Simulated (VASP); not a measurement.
# C (P6_3/mmc) in VASP: phonons with r2SCAN

Aim: the phonons of C with r2SCAN.

All numbers are computed with VASP 6.6.1; they aren't measurements. Logs are shortened: lines on timing, memory, paths and dates and some standing lists are left out, and cuts for length are marked.

## (1) Starting point

It takes space group P6_3/mmc (No. 194, hexagonal). The conventional cell has a = 2.456 Å, b = 2.456 Å, c = 6.696 Å, α = 90.00°, β = 90.00°, γ = 120.00°. C (site symmetry -6m2) has 3 C at 1.42 Å as nearest neighbours. C (site symmetry -6m2) is surrounded by 3 C at 1.42 Å.

## (2) Phonons, r2SCAN

The input, POSCAR:

```
C
1.0
    2.4560000000      0.0000000000      0.0000000000
   -1.2280000000      2.1269583900      0.0000000000
    0.0000000000      0.0000000000      6.6960000000
C
4
Direct
    0.0000000000      0.0000000000      0.7500000000
    0.0000000000      0.0000000000      0.2500000000
    0.3333333300      0.6666666700      0.7500000000
    0.6666666700      0.3333333300      0.2500000000
```

The input, INCAR.step1:

```
SYSTEM = C
  ALGO = Normal
  EDIFF = 1E-8
  EDIFFG = -0.002
  ENCUT = 600
  IBRION = 2
  ISIF = 3
  ISMEAR = 0
  LASPH = .TRUE.
  LCHARG = .FALSE.
  LMIXTAU = .TRUE.
  LREAL = .FALSE.
  LWAVE = .FALSE.
  METAGGA = R2SCAN
  NELM = 80
  NSW = 40
  PREC = Accurate
  SIGMA = 0.02
```

The input, INCAR.step2:

```
SYSTEM = C
  ALGO = Normal
  EDIFF = 1E-8
  ENCUT = 600
  IBRION = 6
  ISIF = 2
  ISMEAR = 0
  LASPH = .TRUE.
  LCHARG = .FALSE.
  LMIXTAU = .TRUE.
  LREAL = .FALSE.
  LWAVE = .FALSE.
  METAGGA = R2SCAN
  NELM = 80
  NFREE = 2
  NSW = 1
  POTIM = 0.015
  PREC = Accurate
  SIGMA = 0.02
```

The input, KPOINTS:

```
k-points
0
G
  12 12 4
  0 0 0
```

Potentials or basis: VASP PAW PBE potentials, release 64 (C).

Run with:

```sh
$ cat potpaw_PBE.64/C/POTCAR > POTCAR
$ cp INCAR.step1 INCAR
$ mpirun -np 1 vasp_std > vasp.out
$ cp CONTCAR POSCAR
$ cp INCAR.step2 INCAR
$ mpirun -np 1 vasp_std > vasp.out
```

OUTCAR:

```text
SYSTEM = C
   EDIFF = 1E-8
   ENCUT = 600
   IBRION = 6
   ISIF = 2
   ISMEAR = 0
   LASPH = .TRUE.
   LREAL = .FALSE.
   METAGGA = R2SCAN
   NELM = 80
   NFREE = 2
   NSW = 1
   POTIM = 0.015
   PREC = Accurate

 ion  position               nearest neighbor table
   1  0.000  0.000  0.750-   3 1.42   3 1.42   3 1.42
   2  0.000  0.000  0.250-   4 1.42   4 1.42   4 1.42
   3  0.333  0.667  0.750-   1 1.42   1 1.42   1 1.42
   4  0.667  0.333  0.250-   2 1.42   2 1.42   2 1.42

  LATTYP: Found a hexagonal cell.
 ALAT       =     2.4569435455
 C/A-ratio  =     2.8229371284

  Lattice vectors:

 A1 = (   2.4569435455,   0.0000000000,   0.0000000000)
 A2 = (  -1.2284717728,   2.1277755244,   0.0000000000)
 A3 = (   0.0000000000,   0.0000000000,   6.9357971572)

Analysis of symmetry for initial positions (statically):
=====================================================================
 Subroutine PRICEL returns:
 Original cell was already a primitive cell.

 Routine SETGRP: Setting up the symmetry group for a
 hexagonal supercell.

 Subroutine GETGRP returns: Found 24 space group operations
 (whereof 12 operations were pure point group operations)
 out of a pool of 24 trial point group operations.

The static configuration has the point symmetry D_3d.
 The point group associated with its full space group is D_6h.

Analysis of symmetry for dynamics (positions and initial velocities):
=====================================================================
 Subroutine PRICEL returns:
 Original cell was already a primitive cell.

 Routine SETGRP: Setting up the symmetry group for a
 hexagonal supercell.

 Subroutine GETGRP returns: Found 24 space group operations
 (whereof 12 operations were pure point group operations)
 out of a pool of 24 trial point group operations.

The dynamic configuration has the point symmetry D_3d.
 The point group associated with its full space group is D_6h.

 Subroutine INISYM returns: Found 24 space group operations
 (whereof 12 operations are pure point group operations),
 and found     1 'primitive' translations

----------------------------------------------------------------------------------------

                                     Primitive cell

  volume of cell :      36.2591

  direct lattice vectors                    reciprocal lattice vectors
     2.456943546  0.000000000  0.000000000     0.407009759  0.234987194  0.000000000
    -1.228471773  2.127775524  0.000000000     0.000000000  0.469974388  0.000000000
     0.000000000  0.000000000  6.935797157     0.000000000  0.000000000  0.144179534

  length of vectors
     2.456943546  2.456943544  6.935797157     0.469974388  0.469974388  0.144179534

  position of ions in fractional coordinates (direct lattice)
     0.000000000  0.000000000  0.750000000
     0.000000000  0.000000000  0.250000000
     0.333333330  0.666666670  0.750000000
     0.666666670  0.333333330  0.250000000

  ion indices of the primitive-cell ions
   primitive index   ion index
                 1           1
                 2           2
                 3           3
                 4           4

----------------------------------------------------------------------------------------

 KPOINTS: k-points

Automatic generation of k-mesh.
 Grid dimensions read from file:
 generate k-points for:   12   12    4

 Generating k-lattice:
[... 76 lines left out ...]
   EFERMI =   0.00;   METHOD = LEGACY
   ISMEAR =     0;   SIGMA  =   0.02  broadening in eV -4-tet -1-fermi 0-gaus
   EFERMI_NEDOS =   21; number of points for ismear=-14 and -15
   IALGO  =     38    algorithm
   IMIX   =      4    mixing-type and parameters
     AMIX     =   0.40;   BMIX     =  1.00
     AMIX_MAG =   1.60;   BMIX_MAG =  1.00
  volume/ion in A,a.u.               =       9.06        61.17
  Fermi-wavevector in a.u.,A,eV,Ry     =   1.246357  2.355273 21.135360  1.553405
  Thomas-Fermi vector in A             =   2.380538
   LORBIT       =      0    0 simple, 1 ext, 2 COOP (PROOUT), +10 PAW based schemes
   METAGGA = R2SCAN    functional components
   LHFCALC =     F    Hartree Fock is set to
   AEXX    =    0.0000 exact exchange contribution
   IVDW    =     0    specifies the selected vdW correction
   LEPSILON=     F    determine dielectric tensor
   LRPA    =     F    only Hartree local field effects (RPA)
 finite differences with symmetry
 non-spin polarized calculation
 Gauss-broadening in eV      SIGMA  =   0.02
  energy-cutoff  :      600.00
  volume of cell :       36.26
 maximum number of plane-waves:      1239
 NGX is ok and might be reduce to    20
   NGX =  9   NGY =  9   NGZ = 27

--------------------------------------- Ionic step        1  -------------------------------------------

 number of electron      16.0000001 magnetization

 Free energy of the ion-electron system (eV)
  ---------------------------------------------------
  ext. energy  EPLUGINS =         0.00000000
  ---------------------------------------------------
  free energy    TOTEN  =       -39.75593735 eV

  energy without entropy =      -39.75559636  energy(sigma->0) =      -39.75576686

------------------------ aborting loop because EDIFF is reached ----------------------------------------

  FORCE on cell =-STRESS in cart. coord.  units (eV):
  Direction    XX          YY          ZZ          XY          YZ          ZX
  --------------------------------------------------------------------------------------
  -------------------------------------------------------------------------------------
  Total       -0.0077947     -0.0077947     -0.0195018     -0.0000000      0.0000000      0.0000000
  in kB       -0.3444223     -0.3444223     -0.8617243     -0.0000000      0.0000000      0.0000000
  external PRESSURE =      -0.5168563 kB  Pullay stress =       0.0000000 kB
[... 291 lines left out ...]
--------------------------------------- Ionic step        9  -------------------------------------------

 number of electron      16.0000001 magnetization

 Free energy of the ion-electron system (eV)
  ---------------------------------------------------
  ext. energy  EPLUGINS =         0.00000000
  ---------------------------------------------------
  free energy    TOTEN  =       -39.75398076 eV

  energy without entropy =      -39.75364087  energy(sigma->0) =      -39.75381082

 E-fermi :   4.3878     XC(G=0): -10.9046

 val. band max:        4.3865451284   @ k =   0.3333   0.3333   0.2500
 cond. band min:       4.3898324397   @ k =   0.3333   0.3333   0.5000
 fundamental gap:      0.0032873113
 Fermi energy:         4.3878022102

 k-point     1 :       0.0000    0.0000    0.0000
  band No.  band energies     occupation
      1     -16.5458      2.00000
      2     -16.3174      2.00000
      3      -4.5119      2.00000
      4      -2.8117      2.00000
      5       1.1829      2.00000
      6       1.1829      2.00000
      7       1.1968      2.00000
      8       1.1968      2.00000
      9       8.5441      0.00000
     10      13.1040      0.00000
     11      13.1050      0.00000
     12      13.1446      0.00000
[... 331 lines left out ...]
 k-point    24 :       0.3333    0.0000    0.2500
  band No.  band energies     occupation
      1     -13.7554      2.00000
      2     -13.6191      2.00000
      3      -5.9205      2.00000
      4      -5.8488      2.00000
      5      -1.7586      2.00000
      6      -1.7311      2.00000
      7      -1.0455      2.00000
      8      -0.0106      2.00000
      9       9.3845      0.00000
     10       9.9857      0.00000
     11      12.3158      0.00000
     12      12.4604      0.00000

 [... further k-points ...]

------------------------ aborting loop because EDIFF is reached ----------------------------------------

  FORCE on cell =-STRESS in cart. coord.  units (eV):
  Direction    XX          YY          ZZ          XY          YZ          ZX
  --------------------------------------------------------------------------------------
  -------------------------------------------------------------------------------------
  Total       -0.0079933     -0.0079933     -0.0228010      0.0000000      0.0000000      0.0000000
  in kB       -0.3532005     -0.3532005     -1.0075032      0.0000000      0.0000000      0.0000000
  external PRESSURE =      -0.5713014 kB  Pullay stress =       0.0000000 kB
[... 19 lines left out ...]
  FREE ENERGIE OF THE ION-ELECTRON SYSTEM (eV)
  ---------------------------------------------------
  free  energy   TOTEN  =       -39.7539807645 eV

  energy  without entropy=      -39.7536408708  energy(sigma->0) =      -39.75381082

 INTERNAL STRAIN TENSORS FROM DISPLACED ATOMS
 ============================================

 INTERNAL STRAIN TENSOR FOR ION    1 for displacements in x,y,z  (eV/Angst):
          X           Y           Z          XY          YZ          ZX
  --------------------------------------------------------------------------------
  x     0.00000     0.00000     0.00000    -7.64275     0.00000     0.00000
  y    -7.64275     7.64275     0.00000    -0.00000     0.00000     0.00000
  z    -0.00000    -0.00000    -0.00000     0.00000     0.00000     0.00000

 INTERNAL STRAIN TENSOR FOR ION    4 for displacements in x,y,z  (eV/Angst):
          X           Y           Z          XY          YZ          ZX
  --------------------------------------------------------------------------------
  x     0.00000     0.00000     0.00000    -7.99870     0.00000     0.00000
  y    -7.99870     7.99870     0.00000     0.00000     0.00000     0.00000
  z     0.00000     0.00000    -0.00000     0.00000    -0.00000     0.00000

 Eigenvectors and eigenvalues of the dynamical matrix
 ----------------------------------------------------

   1 f  =   46.231247 THz   290.479491 2PiTHz 1542.108402 cm-1   191.196988 meV
             X         Y         Z           dx          dy          dz
      0.000000  0.000000  5.201848    -0.500053    0.000000    0.000000
      0.000000  0.000000  1.733949    -0.500053    0.000000   -0.000000
     -0.000000  1.418517  5.201848     0.499947   -0.000000    0.000000
      1.228472  0.709259  1.733949     0.499947   -0.000000    0.000000
[... 71 lines left out ...]
  12 f/i=    1.353818 THz     8.506290 2PiTHz   45.158513 cm-1     5.598940 meV
             X         Y         Z           dx          dy          dz
      0.000000  0.000000  5.201848     0.499445    0.000013   -0.000000
      0.000000  0.000000  1.733949    -0.499445   -0.000013   -0.000000
     -0.000000  1.418517  5.201848     0.500554    0.000013   -0.000000
      1.228472  0.709259  1.733949    -0.500554   -0.000013   -0.000000

 ELASTIC MODULI CONTR FROM IONIC RELAXATION (kBar)
 Direction    XX          YY          ZZ          XY          YZ          ZX
 --------------------------------------------------------------------------------
 XX        -103.2809    103.2809      0.0000      0.0000      0.0000      0.0000
 YY         103.2809   -103.2809     -0.0000     -0.0000     -0.0000      0.0000
 ZZ           0.0000     -0.0000     -0.0000     -0.0000     -0.0000      0.0000
 XY           0.0000     -0.0000     -0.0000   -103.2809     -0.0000      0.0000
 YZ           0.0000     -0.0000     -0.0000     -0.0000     -0.0000      0.0000
 ZX           0.0000      0.0000      0.0000      0.0000      0.0000      0.0000
 --------------------------------------------------------------------------------
```

Run time: 33 min. Hardware: 1 thread of Intel Xeon Platinum 8488C (Sapphire Rapids), shared host; peak memory 0.31 GiB.

Results:

```yaml
Relaxed_volume: 9.06 Å³/atom
Relaxed_cell: a = 2.457 Å, b = 2.457 Å, c = 6.936 Å, α = 90.00°, β = 90.00°, γ = 120.00°
Space_group_after_relaxing_to_0.05_Å: P6_3/mmc (No. 194)
Highest_phonon_frequency_at_Γ: 1542 cm⁻¹
Most_unstable_mode: 45i cm⁻¹
```

Step by step:
```csv
step,energy change (eV),largest force (eV/Å),pressure (GPa),volume (Å³)
1,0.0000,0.0000,0.59,34.98
2,-0.0006,0.0000,-0.16,35.14
3,-0.0007,0.0000,-0.84,35.29
4,-0.0009,0.0000,-0.83,35.31
5,-0.0014,0.0000,-0.79,35.39
6,-0.0021,0.0000,-0.70,35.53
7,-0.0033,0.0000,-0.54,35.82
8,-0.0039,0.0000,-0.19,36.39
9,-0.0039,0.0000,-0.24,36.31
10,-0.0040,0.0000,0.06,36.25
11,-0.0040,0.0000,0.01,36.26
```

Final structure:
```cif
data_structure
_symmetry_space_group_name_H-M 'P 1'
_symmetry_Int_Tables_number 1
_cell_length_a 2.4569
_cell_length_b 2.4569
_cell_length_c 6.9358
_cell_angle_alpha 90.000
_cell_angle_beta 90.000
_cell_angle_gamma 120.000
_cell_volume 36.26
loop_
_atom_site_label
_atom_site_type_symbol
_atom_site_fract_x
_atom_site_fract_y
_atom_site_fract_z
_atom_site_occupancy
C1 C 0.00000 0.00000 0.75000 1
C2 C 0.00000 0.00000 0.25000 1
C3 C 0.33333 0.66667 0.75000 1
C4 C 0.66667 0.33333 0.25000 1
```

Phonon frequencies in cm⁻¹ (negative: imaginary):
```csv
q point,frequencies
"(0.000, 0.000, 0.000)",-45 -45 -1 0 0 67 875 885 1539 1539 1542 1542
```

Caveat: some modes are imaginary; the PAW data sets were made with another functional, which shifts forces and pressure a little.
